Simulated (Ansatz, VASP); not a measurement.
## F: VASP beside Ansatz

```
F
1.0
     2.98012   -1.71278   -0.22985
     2.98012    1.71278   -0.22985
    -2.24082    0.00000    6.85921
F
4
Cartesian
  0.2771 0.0000 0.6606
  3.4423 0.0000 5.7389
  1.6591 0.0000 3.8419
  2.0603 0.0000 2.5576
```

Alike in both runs: task single point; functional PBEsol; k mesh 4 × 4 × 2; occupations gaussian, width 0.05 eV; no spin polarisation.

```csv
,VASP,Ansatz
version,VASP 6.6.1,Ansatz 0.2.0
potentials or method,"VASP PAW PBE potentials, release 64 (F)","scalar-relativistic, plane waves, PAW"
plane-wave cutoff (eV),520,520
valence electrons in the cell,28,28
```

|  | VASP | Ansatz | Ansatz less VASP |
| --- | --- | --- | --- |
| gap on the k mesh at the Fermi level (eV) | 2.76 | 2.82 | +0.066 |
| least direct gap on the mesh (eV) | 2.87 | 2.94 | +0.062 |
| pressure (GPa) | 2.2 | 1.7 | -0.47 |
| largest component of the traceless stress (GPa) | 4.67 | 3.17 | -1.501 |
| rms of the force components (eV/Å) | 1.230 | 1.042 | -0.1877 |

Atom by atom the forces differ by 0.282 eV/Å (rms over components). With one functional, cell and mesh, what is left measures potentials, basis and numerics.

Caveats: the k mesh is coarse (spacing up to 0.54 Å⁻¹), so the values aren't converged; the PAW data sets were made with another functional, which shifts forces and pressure a little (VASP). A k mesh can miss the band edges.
